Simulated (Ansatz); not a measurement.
Reaction (formal exchange of groups at a Te–C bond): `[TeH]C1=NC1` + `FC(F)F` → `FC(F)(F)[TeH]` + `C1=NC1`

Computed with Ansatz on PBE0-D4/def2-TZVP structures; ΔE is electronic, products minus reactants. CCSD(T)/CBS is the MP2 limit (def2-TZVPP, def2-QZVPP) plus CCSD(T) − MP2 in def2-TZVPP, frozen cores. This one scheme is used for every species. Functionals use def2-TZVPP. HSE06 is defined as in plane-wave codes. Elements past krypton have def2 core potentials. For Te outer-core shells are correlated without core-valence functions, which leaves a few kJ/mol of doubt a bond.

Q: Is it downhill or uphill in electronic energy at CCSD(T)/CBS, and by how much? (Estimate.)

A: Ansatz gave: Uphill: ΔE = +54.4 kJ/mol.

Q: What do these levels give: revPBE-D4, r2SCANh-D4, BHLYP-D4, r2SCAN, PBE0, HSE06, CAM-B3LYP, RPA@PBE/def2-TZVPP, CCSD/def2-SVP, HF/def2-TZVPP, SCS-MP2/def2-TZVPP, CCSD(T)/def2-TZVPP? (Best estimate.)

A: The calculation gave: revPBE-D4 52.3, r2SCANh-D4 54.0, BHLYP-D4 57.6, r2SCAN 52.6, PBE0 55.2, HSE06 55.6, CAM-B3LYP 50.2, RPA@PBE/def2-TZVPP 57.1, CCSD/def2-SVP 58.3, HF/def2-TZVPP 62.4, SCS-MP2/def2-TZVPP 65.0, CCSD(T)/def2-TZVPP 59.5 kJ/mol.

Largest T1 diagnostic among the species: 0.012.

From BLYP to BHLYP (50 % exact exchange), in def2-TZVPP and without D4, ΔE moves by +5.8 kJ/mol. Leaving LDA and LC-ωPBE aside and taking each functional with its dispersion term where it has one, the values, not all of them listed here, spread over 15.6 kJ/mol, from ωB97M-V to PBE-QIDH. LDA lies −3.1 kJ/mol from PBE without D4. At CCSD(T), def2-SVP lies +3.8 kJ/mol from the extrapolated value and def2-TZVPP +5.1 kJ/mol.
